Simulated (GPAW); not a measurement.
Runs of GPAW 26.7.0 on Hf. Symmetry: P6_3/mmc, No. 194, hexagonal system. Conventional cell: a = 3.197 Å, b = 3.197 Å, c = 5.058 Å, α = 90.00°, β = 90.00°, γ = 120.00°. Hf (site symmetry -6m2) has 12 Hf at 3.13 to 3.20 Å as nearest neighbours. 

```tsv
task	level	potentials or basis	cell	k mesh	smearing	optimizer	fmax	max steps	band path	band points	gap on the mesh (eV)	pressure (GPa)	relaxed volume (Å³/atom)
relaxation of cell and atoms	r2SCAN+D4	GPAW PAW data sets (gpaw-data 1.2.1), pw	relaxed	7 × 7 × 4	fermi-dirac 0.05 eV	BFGS	0.02 eV/Å	60	-	-	none	0.0	(b)
single point	PBE	GPAW PAW data sets (gpaw-data 1.2.1), pw	as given	10 × 10 × 5	gaussian 0.023 eV	-	-	-	-	-	none	0.9	-
band structure	revPBE	the program's PAW data sets (release 1.2.1) made for this functional, pw	as given	10 × 10 × 5	fermi-dirac 0.05 eV	-	-	-	GMKGALHA,LM,KH	100	-	3.0	-
single point	PBE	GPAW PAW data sets (gpaw-data 1.2.1), pw	as given	10 × 10 × 5	gaussian 0.018 eV	-	-	-	-	-	none	0.9	-
relaxation of cell and atoms	BLYP	PAW data sets generated in the run's folder for this functional, pw	relaxed	10 × 10 × 5	fermi-dirac 0.05 eV	FIRE	0.02 eV/Å	60	-	-	none	0.0	23.12
single point	PBE	GPAW PAW data sets (gpaw-data 1.2.1), pw	as given	10 × 10 × 5	gaussian 0.02 eV	-	-	-	-	-	none	0.9	-
relaxation of cell and atoms	RPBE	the program's PAW data sets (release 1.2.1) made for this functional, pw	relaxed	10 × 10 × 5	fermi-dirac 0.05 eV	LBFGS	0.02 eV/Å	100	-	-	none	-0.1	23.20
relaxation of cell and atoms	PBE+D3(BJ)	GPAW PAW data sets (gpaw-data 1.2.1), pw	relaxed	10 × 10 × 5	fermi-dirac 0.05 eV	FIRE	0.02 eV/Å	100	-	-	none	0.1	(a)
relaxation of cell and atoms	PBEsol	PAW data sets generated in the run's folder for this functional, pw	relaxed	10 × 10 × 5	fermi-dirac 0.05 eV	BFGS	0.02 eV/Å	60	-	-	none	0.1	21.65
relaxation of cell and atoms	BLYP+D4	PAW data sets generated in the run's folder for this functional, pw	relaxed	10 × 10 × 5	fermi-dirac 0.05 eV	BFGS	0.02 eV/Å	60	-	-	none	0.0	22.54
single point	PBEsol	PAW data sets generated in the run's folder for this functional, pw	as given	10 × 10 × 5	fermi-dirac 0.05 eV	-	-	-	-	-	none	-3.5	-
relaxation of cell and atoms	PBEsol+D3(BJ)	PAW data sets generated in the run's folder for this functional, pw	relaxed	8 × 8 × 5	fermi-dirac 0.05 eV	BFGS	0.02 eV/Å	60	-	-	none	0.0	21.01
```

Alike in all rows: no spin polarisation; cutoff (eV) 600.

Question: Fill in the values left out.

Answer: (a) 21.87; (b) 22.37.

Caveats: later steps reuse the first step's grids (some runs); pairwise dispersion overbinds metals, which lowers pressure and volume (some runs); the PAW data sets were made with another functional, which shifts forces and pressure a little (some runs).

A k mesh can miss the band edges, and the runs leave out spin-orbit coupling on Hf.

A gap of «none» marks a metal or a gap under the smearing width.

Not every run made on this cell is shown here.
